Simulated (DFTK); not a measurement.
C under changes of volume

One of the cells (5.672 Å³/atom); the others are scaled copies at fixed shape and fractional positions:

```
CELL_PARAMETERS angstrom
0.00000 1.78337 1.78337
1.78337 0.00000 1.78337
1.78337 1.78337 0.00000
ATOMIC_POSITIONS crystal
C 0.75000 0.75000 0.75000
C 0.50000 0.50000 0.50000
```

This isn't the form of C at room conditions, which is graphite.

```yaml
Program: DFTK 0.8.2
Functional: PBE
Potentials_or_basis: dojo.nc.sr.pbe.v0_4_1.standard.upf (PBE)
Cutoff: 1116 eV
k_mesh: 13 × 13 × 13
Occupations: fermi-dirac, width 0.05 eV
Spin: no spin polarisation
```

| volume (Å³/atom) | energy over the lowest point (meV/atom) | pressure (GPa) | gap on the mesh (eV) |
| --- | --- | --- | --- |
| 5.332 | ? | ? | ? |
| 5.445 | 16.33 | 21.3 | 4.29 |
| 5.558 | 4.74 | 11.2 | 4.25 |
| 5.672 | 0.00 | 1.9 | 4.20 |
| 5.785 | 1.51 | -6.5 | 4.15 |
| 5.899 | 8.69 | -14.1 | 4.11 |
| 6.012 | 21.05 | -21.1 | 4.07 |

Question: What does the run at 5.332 Å³/atom give?

Answer: Energy over the lowest point 35.45 meV/atom; pressure 32.4 GPa; gap on the mesh 4.34 eV.

Worked out: A Birch-Murnaghan fit of order 3 (a polynomial in V^(-2/3)) to the other rows has its minimum at 5.70 Å³/atom with B0 = V·E''(V) = 433 GPa and B' = 3.7. It gives 35.38 meV/atom at 5.332 Å³/atom, against the run's 35.45, and -dE/dV = 32.7 GPa, against 32.4. A straight line through the other rows of the gap, of slope -2.26 eV per unit of ln V, extrapolates to 4.34 eV, against the run's 4.34.

Energies are extrapolated to zero smearing.

Caveats: an odd mesh through Γ misses points on the zone boundary, where band edges often lie.
